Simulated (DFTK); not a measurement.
## Sb in DFTK: convergence with tol

Sb:

```xyz
1
Lattice="3.5100 0.0000 0.0000 2.0216 2.8908 0.0000 1.9397 0.8285 2.6144" Properties=species:S:1:pos:R:3 pbc="T T T"
Sb    0.0006   -0.0127    0.0064
```

The cell isn't the ideal one: cell strained at random.

```yaml
Program: DFTK 0.8.2
Task: convergence study
Functional: PBE
Potentials_or_basis: dojo.nc.sr.pbe.v0_4_1.standard.upf (PBE)
Cutoff: 1088 eV
k_mesh: 4 × 4 × 4
Occupations: gaussian, width 0.02 eV
Spin: no spin polarisation
```

These are the settings of the first run; the series varies tol, with any setting tied to it.

Hardware: 1 thread of Intel(R) Xeon(R) Platinum 8488C (Sapphire Rapids), with other jobs on the host.

| tol | energy less the tightest run, at zero smearing (meV/atom) | pressure (GPa) | SCF cycles |
| --- | --- | --- | --- |
| 0.1 | 34.42 | -30.32 | 1 |
| 0.01 | 0.20 | 0.31 | 3 |
| 0.001 | 0.01 | 0.90 | 6 |
| 0.0001 | 0.00 | 0.31 | 7 |
| 1e-05 | 0.00 | 0.27 | 9 |
| 1e-06 | 0.00 | 0.26 | 12 |
| 1e-08 | 0.00 | 0.26 | 16 |

Against the tightest run, the energy stays within 1 meV/atom from 0.01 on; the pressure stays within 0.1 GPa from 0.0001 on. The tightest run that finished is the yardstick and may itself not be fully converged.

Caveat, for the tightest run too: the k mesh is coarse (spacing up to 0.60 Å⁻¹), so the values aren't converged. Spin-orbit coupling is left out, which matters for the levels of Sb.
